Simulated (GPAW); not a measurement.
# Te: band structure with r2SCAN

Crystal: Te.

```xyz
3
Lattice="4.4540 0.0000 0.0000 -2.2270 3.8573 0.0000 0.0000 0.0000 5.9240" Properties=species:S:1:pos:R:3 pbc="T T T"
Te    1.6279    2.8197    0.0000
Te   -0.5991    1.0376    3.9493
Te    1.1981    0.0000    1.9747
```

```
Program             : GPAW 26.7.0
Task                : band structure
Functional          : r2SCAN
Potentials or basis : GPAW PAW data sets (gpaw-data 1.2.1)
Cutoff              : 600 eV
Basis               : pw
k mesh              : 7 × 7 × 5
Occupations         : fermi-dirac, width 0.05 eV
Spin                : no spin polarisation
Maxiter             : 150
Band path           : GMKGALHA,LM,KH
Band points         : 60
```

```yaml
Pressure: 0.5 GPa
Largest_force: 0.115 eV/Å
Band_gap_along_the_path: 0.33 eV, direct
```

Forces on the atoms (eV/Å):
```
Te   0.057  0.099  0.000
Te   0.057 -0.099  0.000
Te  -0.115  0.000  0.000
```

Stress tensor (GPa, compression positive):
```
0.57 0.00 0.00
0.00 0.57 0.00
0.00 0.00 0.47
```

Levels at the corners of the path, in eV from the valence-band top:
| point | band 5 | band 6 | band 7 | band 8 | band 9 | band 10 | band 11 | band 12 | band 13 | band 14 |
| --- | --- | --- | --- | --- | --- | --- | --- | --- | --- | --- |
| Γ | -2.86 | -2.86 | -1.75 | -1.75 | -0.93 | 1.11 | 1.11 | 1.75 | 5.39 | 5.39 |
| M | -4.62 | -3.78 | -3.65 | -1.09 | -0.87 | 1.00 | 1.06 | 3.28 | 3.96 | 7.92 |
| K | -4.70 | -3.19 | -3.19 | -3.04 | -2.84 | 3.06 | 3.06 | 3.36 | 5.26 | 6.30 |
| Γ | -2.86 | -2.86 | -1.75 | -1.75 | -0.93 | 1.11 | 1.11 | 1.75 | 5.39 | 5.39 |
| A | -2.84 | -2.84 | -1.45 | -1.09 | -1.09 | 0.53 | 0.67 | 0.67 | 4.44 | 5.71 |
| L | -3.86 | -3.78 | -2.55 | -2.23 | -0.19 | 0.87 | 2.09 | 2.74 | 4.94 | 5.69 |
| H | -5.24 | -5.24 | -1.06 | 0.00 | 0.00 | 0.33 | 1.45 | 1.45 | 6.35 | 6.98 |
| A | -2.84 | -2.84 | -1.45 | -1.09 | -1.09 | 0.53 | 0.67 | 0.67 | 4.44 | 5.71 |
| L | -3.86 | -3.78 | -2.55 | -2.23 | -0.19 | 0.87 | 2.09 | 2.74 | 4.94 | 5.69 |
| M | -4.62 | -3.78 | -3.65 | -1.09 | -0.87 | 1.00 | 1.06 | 3.28 | 3.96 | 7.92 |
| K | -4.70 | -3.19 | -3.19 | -3.04 | -2.84 | 3.06 | 3.06 | 3.36 | 5.26 | 6.30 |
| H | -5.24 | -5.24 | -1.06 | 0.00 | 0.00 | 0.33 | 1.45 | 1.45 | 6.35 | 6.98 |

Wall time 7.1 min on 1 thread of Arm Neoverse V2, on a shared host, peak memory 0.5 GiB.

Caveat: the PAW data sets were made with another functional, which shifts forces and pressure a little; spin-orbit coupling is left out, which moves the levels of the heavy elements.
